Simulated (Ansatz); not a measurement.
Take InN in the wurtzite structure (space group P6_3mc, No. 186; a = 3.5809 Å, c = 5.7882 Å) as the base.

Method: DFT with PBE, PAW potentials and a 420 eV plane-wave cutoff in Ansatz (a program for electronic structure), spin-orbit coupling left out, earlier PAW set.

For the base:

| Quantity | Value |
|---|---|
| Pressure | 0.0 GPa |
| Band gap | zero |

It is then changed as follows: an isotropic linear strain of −2.54 %; the atoms relax in the strained cell.

Problem. Predict the new energy relative to the base.

Solution. The energy grows by 39 meV/atom.

Problem. How does this affect the pressure?

Solution. The pressure (mean of the normal stresses, compression positive) goes from zero to 11.3 GPa.

Problem. Estimate the effect on the band gap.

Solution. The band gap is still zero.

A case with no gap was solved on a k-mesh chosen for an insulator, which is coarse for it. Stability against distortions was not tested. All final runs are without spin polarisation. The zero or small gap of InN can change with the level of theory.
